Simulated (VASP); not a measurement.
# Sn (I4/mmm) in VASP: further runs

One crystal, Sn, is run at these levels: PBEsol, PBE; tasks: single point.

Program: VASP 6.6.1. These are calculated values, not measurements. Logs are shortened: lines on timing, memory, paths and dates and some standing lists are left out, and cuts for length are marked.

## 1. Starting point

The structure is tetragonal, space group I4/mmm (No. 139). Conventional cell: a = 4.058 Å, b = 4.058 Å, c = 3.322 Å, α = 90.00°, β = 90.00°, γ = 90.00°. Around Sn (site symmetry 4/mmm) lie 10 Sn at 3.32 Å.

This isn't the form of Sn at room conditions, which is tetragonal (white tin).

## 2. Single point, PBEsol

The input, INCAR:

```
SYSTEM = Sn
ALGO = Normal ; EDIFF = 1E-7
ENCUT = 520 ; GGA = PS
ISIF = 2 ; ISMEAR = -1
LASPH = .True. ; LCHARG = .False.
LREAL = .False. ; LWAVE = .False.
NBANDS = 13 ; NELM = 60
PREC = Accurate ; SIGMA = 0.05
```

The input, KPOINTS:

```
k-points
0
Gamma
  10 10 10
  0 0 0
```

The input, POSCAR:

```
Sn
1.0
   -2.0291894110      2.0291894110      1.6607599896
    2.0291894110     -2.0291894110      1.6607599896
    2.0291894110      2.0291894110     -1.6607599896
Sn
1
Direct
    0.0000000000      0.0000000000      0.0000000000
```

Potentials or basis: VASP PAW PBE potentials, release 64 (Sn_d).

Started as:

```bash
$ cat potpaw_PBE.64/Sn_d/POTCAR > POTCAR
$ mpirun -np 1 vasp_std > vasp.out
```

OUTCAR:

```text
SYSTEM = Sn
   EDIFF = 1E-7
   ENCUT = 520
   GGA = PS
   ISIF = 2
   ISMEAR = -1
   LASPH = .True.
   LREAL = .False.
   NELM = 60
   PREC = Accurate

 ion  position               nearest neighbor table
   1  0.000  0.000  0.000-

  LATTYP: Found a body centered tetragonal cell.
 ALAT       =     4.0583788220
 C/A-ratio  =     0.8184351745

  Lattice vectors:

 A1 = (  -2.0291894110,   2.0291894110,   1.6607599896)
 A2 = (   2.0291894110,  -2.0291894110,   1.6607599896)
 A3 = (   2.0291894110,   2.0291894110,  -1.6607599896)

Analysis of symmetry for initial positions (statically):
=====================================================================
 Subroutine PRICEL returns:
 Original cell was already a primitive cell.

 Routine SETGRP: Setting up the symmetry group for a
 body centered tetragonal supercell.

 Subroutine GETGRP returns: Found 16 space group operations
 (whereof 16 operations were pure point group operations)
 out of a pool of 16 trial point group operations.

The static configuration has the point symmetry D_4h.

Analysis of symmetry for dynamics (positions and initial velocities):
=====================================================================
 Subroutine PRICEL returns:
 Original cell was already a primitive cell.

 Routine SETGRP: Setting up the symmetry group for a
 body centered tetragonal supercell.

 Subroutine GETGRP returns: Found 16 space group operations
 (whereof 16 operations were pure point group operations)
 out of a pool of 16 trial point group operations.

The dynamic configuration has the point symmetry D_4h.

 Subroutine INISYM returns: Found 16 space group operations
 (whereof 16 operations are pure point group operations),
 and found     1 'primitive' translations

----------------------------------------------------------------------------------------

                                     Primitive cell

  volume of cell :      27.3534

  direct lattice vectors                    reciprocal lattice vectors
    -2.029189411  2.029189411  1.660759990     0.000000000  0.246403809  0.301066983
     2.029189411 -2.029189411  1.660759990     0.246403809  0.000000000  0.301066983
     2.029189411  2.029189411 -1.660759990     0.246403809  0.246403809  0.000000000

  length of vectors
     3.315621069  3.315621069  3.315621069     0.389045197  0.389045197  0.348467608

  position of ions in fractional coordinates (direct lattice)
     0.000000000  0.000000000  0.000000000

  ion indices of the primitive-cell ions
   primitive index   ion index
                 1           1

----------------------------------------------------------------------------------------

 KPOINTS: k-points

Automatic generation of k-mesh.
 Grid dimensions read from file:
 generate k-points for:   10   10   10

 Generating k-lattice:

  Cartesian coordinates                     Fractional coordinates (reciprocal lattice)
     0.000000000  0.024640381  0.030106698     0.100000000 -0.000000000  0.000000000
     0.024640381  0.000000000  0.030106698    -0.000000000  0.100000000  0.000000000
     0.024640381  0.024640381  0.000000000     0.000000000  0.000000000  0.100000000

  Length of vectors
     0.038904520  0.038904520  0.034846761

  Shift w.r.t. Gamma in fractional coordinates (k-lattice)
     0.000000000  0.000000000  0.000000000

 Subroutine IBZKPT returns following result:
 ===========================================

 Found    102 irreducible k-points:

 Following reciprocal coordinates:
            Coordinates               Weight
  0.000000  0.000000  0.000000      1.000000
  0.100000  0.000000  0.000000      8.000000
  0.200000  0.000000  0.000000      8.000000
  0.300000  0.000000  0.000000      8.000000
  0.400000  0.000000  0.000000      8.000000
  0.500000  0.000000  0.000000      4.000000
[... 16 lines left out ...]
  0.300000  0.300000  0.000000      8.000000
  0.400000  0.300000  0.000000     16.000000
 [... further k-points ...]
   k-points           NKPTS =    102   k-points in BZ     NKDIM =    102   number of bands    NBANDS=     13
   number of dos      NEDOS =    301   number of ions     NIONS =      1
   total plane-waves  NPLWV =  21952
   dimension x,y,z NGX =    28 NGY =   28 NGZ =   28
   dimension x,y,z NGXF=    56 NGYF=   56 NGZF=   56
   ions per type =               1
   NGX,Y,Z   is equivalent  to a cutoff of  14.04, 14.04, 14.04 a.u.
   NGXF,Y,Z  is equivalent  to a cutoff of  28.08, 28.08, 28.08 a.u.
 SYSTEM =  Sn
   PREC   = accura    normal or accurate (medium, high low for compatibility)
   ISTART =      0    job   : 0-new  1-cont  2-samecut
   ICHARG =      2    charge: 1-file 2-atom 10-const
   ISPIN  =      1    spin polarized calculation?
   LNONCOLLINEAR =      F non collinear calculations
   LSORBIT =      F    spin-orbit coupling
   LASPH  =      T    aspherical Exc in radial PAW
   ENCUT  =  520.0 eV  38.22 Ry    6.18 a.u.   6.16  6.16  6.16*2*pi/ulx,y,z
   NELM   =     60;   NELMIN=  2; NELMDL= -5     # of ELM steps
   EDIFF  = 0.1E-06   stopping-criterion for ELM
   LREAL  =      F    real-space projection
   EDIFFG = 0.1E-05   stopping-criterion for IOM
   NSW    =      0    number of steps for IOM
   IBRION =     -1    ionic relax: 0-MD 1-quasi-New 2-CG
   NFREE  =      0    steps in history (QN), initial steepest desc. (CG)
   ISIF   =      2    stress and relaxation
   ISYM   =      2    0-nonsym 1-usesym 2-fastsym
   POTIM  = 0.5000    time-step for ionic-motion
   TEBEG  =    0.0;   TEEND  =   0.0 temperature during run
   PSTRESS=    0.0 pullay stress
   NELECT =      14.0000    total number of electrons
   NUPDOWN=      -1.0000    fix difference up-down
   EMIN   =  10.00;   EMAX   =-10.00  energy-range for DOS
   EFERMI =   0.00;   METHOD = LEGACY
   ISMEAR =    -1;   SIGMA  =   0.05  broadening in eV -4-tet -1-fermi 0-gaus
   EFERMI_NEDOS =   21; number of points for ismear=-14 and -15
   IALGO  =     38    algorithm
   IMIX   =      4    mixing-type and parameters
     AMIX     =   0.40;   BMIX     =  1.00
     AMIX_MAG =   1.60;   BMIX_MAG =  1.00
  volume/ion in A,a.u.               =      27.35       184.59
  Fermi-wavevector in a.u.,A,eV,Ry     =   1.309524  2.474642 23.331997  1.714853
  Thomas-Fermi vector in A             =   2.440117
   LORBIT       =      0    0 simple, 1 ext, 2 COOP (PROOUT), +10 PAW based schemes
   GGA     = PS    functional components
   LHFCALC =     F    Hartree Fock is set to
   AEXX    =    0.0000 exact exchange contribution
   IVDW    =     0    specifies the selected vdW correction
   LEPSILON=     F    determine dielectric tensor
   LRPA    =     F    only Hartree local field effects (RPA)
 non-spin polarized calculation
  energy-cutoff  :      520.00
  volume of cell :       27.35
 maximum number of plane-waves:       754
 NGX is ok and might be reduce to    28
   NGX = 13   NGY = 13   NGZ = 13

 number of electron      14.0000001 magnetization

 Free energy of the ion-electron system (eV)
  ---------------------------------------------------
  ext. energy  EPLUGINS =         0.00000000
  ---------------------------------------------------
  free energy    TOTEN  =        -4.22798765 eV

  energy without entropy =       -4.22324953  energy(sigma->0) =       -4.22561859

 E-fermi :   7.7768     XC(G=0): -10.4669

 val. band max:        7.7622235325   @ k =  -0.3000  -0.4000   0.3000
 cond. band min:       7.8966157100   @ k =   0.4000   0.3000   0.1000
 fundamental gap:      0.1343921775
 Fermi energy:         7.7767772442

 k-point     1 :       0.0000    0.0000    0.0000
  band No.  band energies     occupation
      1     -13.6289      2.00000
      2     -13.5521      2.00000
      3     -13.5521      2.00000
      4     -13.5498      2.00000
      5     -13.4349      2.00000
      6      -3.2337      2.00000
      7      14.5716      0.00000
      8      14.5716      0.00000
      9      17.1231      0.00000
     10      18.0985      0.00000
     11      19.1997      0.00000
     12      20.3625      0.00000
     13      20.3625      0.00000

 k-point     2 :       0.1000    0.0000    0.0000
  band No.  band energies     occupation
      1     -13.6196      2.00000
      2     -13.5532      2.00000
      3     -13.5484      2.00000
      4     -13.5367      2.00000
      5     -13.4401      2.00000
      6      -2.9964      2.00000
      7      13.8856      0.00000
      8      13.9652      0.00000
      9      15.6105      0.00000
     10      18.5719      0.00000
     11      18.7764      0.00000
     12      19.5577      0.00000
     13      20.2149      0.00000

 k-point     3 :       0.2000    0.0000    0.0000
  band No.  band energies     occupation
      1     -13.6161      2.00000
      2     -13.5590      2.00000
      3     -13.5171      2.00000
      4     -13.5015      2.00000
      5     -13.4527      2.00000
      6      -2.2827      2.00000
      7      11.7649      0.00000
      8      12.7360      0.00000
      9      13.6582      0.00000
     10      17.2427      0.00000
     11      17.2683      0.00000
     12      20.7243      0.00000
     13      21.3682      0.00000
[... 305 lines left out ...]
 k-point    23 :       0.3000    0.3000    0.0000
  band No.  band energies     occupation
      1     -13.6159      2.00000
      2     -13.5316      2.00000
      3     -13.4773      2.00000
      4     -13.4662      2.00000
      5     -13.4143      2.00000
      6       2.6814      2.00000
      7       4.8311      2.00000
      8       6.3169      2.00000
      9      11.6223      0.00000
     10      16.8215      0.00000
     11      18.1394      0.00000
     12      23.2318      0.00000
     13      23.7393      0.00000

 k-point    24 :       0.4000    0.3000    0.0000
  band No.  band energies     occupation
      1     -13.6008      2.00000
      2     -13.5197      2.00000
      3     -13.4937      2.00000
      4     -13.4633      2.00000
      5     -13.4420      2.00000
      6       1.8025      2.00000
      7       5.2397      2.00000
      8       6.7312      2.00000
      9      12.2532      0.00000
     10      16.9462      0.00000
     11      19.0604      0.00000
     12      23.7491      0.00000
     13      24.1729      0.00000

 [... further k-points ...]

------------------------ aborting loop because EDIFF is reached ----------------------------------------

  FORCE on cell =-STRESS in cart. coord.  units (eV):
  Direction    XX          YY          ZZ          XY          YZ          ZX
  --------------------------------------------------------------------------------------
  -------------------------------------------------------------------------------------
  Total       -0.4012403     -0.4012403     -0.2220629      0.0000000      0.0000000     -0.0000000
  in kB      -23.5019062    -23.5019062    -13.0069253      0.0000000      0.0000000     -0.0000000
  external PRESSURE =     -20.0035793 kB  Pullay stress =       0.0000000 kB

 VOLUME and BASIS-vectors are now :
 -----------------------------------------------------------------------------
  energy-cutoff  :      520.00
  volume of cell :       27.35
      direct lattice vectors                 reciprocal lattice vectors
    -2.029189411  2.029189411  1.660759990     0.000000000  0.246403809  0.301066983
     2.029189411 -2.029189411  1.660759990     0.246403809  0.000000000  0.301066983
     2.029189411  2.029189411 -1.660759990     0.246403809  0.246403809  0.000000000

 POSITION                                       TOTAL-FORCE (eV/Angst)
 -----------------------------------------------------------------------------------
      0.00000      0.00000      0.00000         0.000000      0.000000      0.000000
 -----------------------------------------------------------------------------------
    total drift:                               -0.000000     -0.000000     -0.000000

  FREE ENERGIE OF THE ION-ELECTRON SYSTEM (eV)
  ---------------------------------------------------
  free  energy   TOTEN  =        -4.2279876474 eV

  energy  without entropy=       -4.2232495273  energy(sigma->0) =       -4.22561859
```

Wall time 44 s (1 thread of Intel Xeon Platinum 8375C at 2.90GHz (Ice Lake), shared host); peak memory 0.18 GiB.

Results:

```yaml
Free_energy: -4.2280 eV
Pressure: -2.0 GPa
Band_gap_on_the_k_mesh: none (metal or under the smearing width)
```

Levels at points of the mesh, in eV from the Fermi level:
```csv
k point,band 3,band 4,band 5,band 6,band 7,band 8,band 9,band 10,band 11,band 12
"(0.00, 0.00, 0.00)",-21.33,-21.33,-21.21,-11.01,6.79,6.79,9.35,10.32,11.42,12.59
"(0.50, 0.00, 0.00)",-21.25,-21.18,-21.16,-5.73,-4.12,3.11,4.36,7.22,7.44,13.73
"(0.50, 0.50, 0.00)",-21.30,-21.26,-21.17,-7.24,-4.64,5.81,7.77,10.43,10.98,11.81
"(0.50, 0.50, 0.50)",-21.18,-21.18,-21.15,-3.38,-1.52,-1.52,2.56,3.09,6.14,18.95
```

Caveat: the PAW data sets were made with another functional, which shifts forces and pressure a little.

## 3. Single point, PBEsol (cell strained at random at fixed volume)

INCAR is that of step 2.

KPOINTS is that of step 2.

The input, POSCAR:

```
Sn
1.0
   -1.9692270000      2.0562270000      1.6220070000
    2.0445460000     -2.0389000000      1.6928640000
    1.9785480000      2.0482210000     -1.6008370000
Sn
1
Direct
    0.0081510000      0.0011320000     -0.0006220000
```

Potentials or basis: VASP PAW PBE potentials, release 64 (Sn_d).

Started as:

```bash
$ cat potpaw_PBE.64/Sn_d/POTCAR > POTCAR
$ mpirun -np 1 vasp_std > vasp.out
```

OUTCAR:

```text
SYSTEM = Sn
   EDIFF = 1E-7
   ENCUT = 520
   GGA = PS
   ISIF = 2
   ISMEAR = -1
   LASPH = .True.
   LREAL = .False.
   NELM = 60
   PREC = Accurate

 ion  position               nearest neighbor table
   1  0.008  0.001  0.999-

  LATTYP: Found a triclinic cell.
 ALAT       =     3.2668854516
 B/A-ratio  =     2.6213618859
 C/A-ratio  =     1.2563994788
 COS(alpha) =     0.0003816361
 COS(beta)  =     0.6258024417
 COS(gamma) =     0.7429557089

  Lattice vectors:

[... 566 lines left out ...]
     12      20.2075      0.00000
     13      21.5015      0.00000

 [... further k-points ...]

------------------------ aborting loop because EDIFF is reached ----------------------------------------

  FORCE on cell =-STRESS in cart. coord.  units (eV):
  Direction    XX          YY          ZZ          XY          YZ          ZX
  --------------------------------------------------------------------------------------
  -------------------------------------------------------------------------------------
  Total       -0.3946486     -0.3670143     -0.1642322     -0.0298658     -0.0140927     -0.0470369
  in kB      -23.1158095    -21.4971826     -9.6195954     -1.7493327     -0.8254530     -2.7550998
  external PRESSURE =     -18.0775291 kB  Pullay stress =       0.0000000 kB

 VOLUME and BASIS-vectors are now :
 -----------------------------------------------------------------------------
  energy-cutoff  :      520.00
  volume of cell :       27.35
      direct lattice vectors                 reciprocal lattice vectors
    -1.969227000  2.056227000  1.622007000    -0.007436469  0.242104701  0.300574339
     2.044546000 -2.038900000  1.692864000     0.241794521 -0.002076786  0.296187774
     1.978548000  2.048221000 -1.600837000     0.248159703  0.243110200 -0.006909322

 POSITION                                       TOTAL-FORCE (eV/Angst)
 -----------------------------------------------------------------------------------
      1.96358      2.06140     -1.58470        -0.000000      0.000000     -0.000000
 -----------------------------------------------------------------------------------
    total drift:                               -0.000033      0.000027      0.000005

  FREE ENERGIE OF THE ION-ELECTRON SYSTEM (eV)
  ---------------------------------------------------
  free  energy   TOTEN  =        -4.2263837859 eV

  energy  without entropy=       -4.2222460194  energy(sigma->0) =       -4.22431490
```

OSZICAR:

```text
N       E                     dE             d eps       ncg     rms          rms(c)
DAV:   1     0.803317094150E+02    0.80332E+02   -0.71354E+03 13478   0.160E+03
DAV:   2     0.143763615207E+01   -0.78894E+02   -0.76358E+02 13994   0.340E+02
DAV:   3    -0.413055068165E+01   -0.55682E+01   -0.55476E+01 15593   0.732E+01
DAV:   4    -0.424300831402E+01   -0.11246E+00   -0.11243E+00 15549   0.112E+01
DAV:   5    -0.424684558123E+01   -0.38373E-02   -0.38372E-02 17157   0.202E+00    0.136E+00
DAV:   6    -0.423124445543E+01    0.15601E-01   -0.16932E-02 16609   0.230E+00    0.731E-01
DAV:   7    -0.422665414857E+01    0.45903E-02   -0.93461E-03 16459   0.161E+00    0.117E-01
DAV:   8    -0.422638293048E+01    0.27122E-03   -0.74434E-04 16074   0.467E-01    0.192E-02
DAV:   9    -0.422638327534E+01   -0.34486E-06   -0.15593E-05 18814   0.492E-02    0.107E-02
DAV:  10    -0.422638376483E+01   -0.48949E-06   -0.98929E-07 16970   0.130E-02    0.569E-04
DAV:  11    -0.422638378595E+01   -0.21119E-07   -0.31457E-08 10947   0.271E-03
   1 F= -.42263838E+01 E0= -.42243149E+01  d E =-.413777E-02
```

stdout:

```text
POSCAR found type information on POSCAR Sn
 POSCAR found :  1 types and       1 ions
 scaLAPACK will be used
 -----------------------------------------------------------------------------
|                                                                             |
|                                                                             |
|     You enforced a specific xc type in the INCAR file but a different       |
|     I HOPE YOU KNOW WHAT YOU ARE DOING!                                     |
|                                                                             |
 -----------------------------------------------------------------------------

 LDA part: xc-table for (Slater+PW92), standard interpolation
 POSCAR, INCAR and KPOINTS ok, starting setup
 FFT: planning ... GRIDC
 FFT: planning ... GRID_SOFT
 FFT: planning ... GRID
 WAVECAR not read
 entering main loop
```

Wall time 2.4 min (1 thread of Intel Xeon Platinum 8375C at 2.90GHz (Ice Lake), shared host); peak memory 0.27 GiB.

What came out:

```
Free energy            : -4.2264 eV
Pressure               : -1.8 GPa
Band gap on the k mesh : none (metal or under the smearing width)
```

Stress tensor (GPa, compression positive):
```
-2.31 -0.17 -0.28
-0.17 -2.15 -0.08
-0.28 -0.08 -0.96
```

Caveat: the PAW data sets were made with another functional, which shifts forces and pressure a little.

(Part 1 of 2 ends here.)
